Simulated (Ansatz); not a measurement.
Random displacements in SiC

Method: Ansatz, DFT r2SCAN, scalar-relativistic, plane waves, PAW. Cutoff 500 eV, Γ-centred 12×12×4 k-points, Gaussian smearing of 0.05 eV. No spin polarisation. Energies are free energies at this smearing, counted from the undisturbed cell; pressure is positive in compression.

The starting cell (as given, not relaxed at this level):

```
Si C
1.0
     3.07569    0.00000    0.00000
    -1.53785    2.66363    0.00000
     0.00000    0.00000   10.07065
Si C
4 4
Direct
  0.66667 0.33333 0.93784
  0.33333 0.66667 0.43784
  0.00000 0.00000 0.68789
  0.00000 0.00000 0.18789
  0.66667 0.33333 0.74980
  0.33333 0.66667 0.24980
  0.00000 0.00000 0.50046
  0.00000 0.00000 0.00046
```

The atoms are displaced (Å, in the unstrained cell):

```tsv
atom	ux	uy	uz
Si1	-0.033	0.053	-0.033
Si2	0.034	0.029	-0.012
Si3	-0.022	0.021	0.001
Si4	-0.020	-0.009	0.025
C5	-0.008	-0.001	-0.039
C6	-0.048	-0.060	0.005
C7	0.059	-0.036	-0.005
C8	0.037	0.003	0.058
```

Strain (Voigt, engineering shear): (0.0478, 0.0278, -0.0153, 0.0021, -0.0283, -0.0845).

(1) What are the energy change, the stress and the forces?

Answers

(1) ΔE = 134.9 meV/atom; stress (xx, yy, zz, yz, xz, xy; compression positive) (-22.45, -13.10, 7.78, 0.06, 5.32, 15.83) GPa; gap on the mesh 1.56 eV.
```csv
atom,Fx (eV/Å),Fy,Fz
Si1,0.80,-0.62,1.55
Si2,-0.20,-1.06,0.63
Si3,0.06,-0.50,-0.44
Si4,-0.16,-0.71,0.31
C5,0.34,0.41,0.47
C6,0.22,1.02,-0.31
C7,-0.32,1.03,-0.20
C8,-0.74,0.42,-2.01
```

Cost: 1 run of about 3.9 core-minutes, on Intel Xeon Processor @ 2.50GHz (Skylake/Cascade Lake) (shared hosts).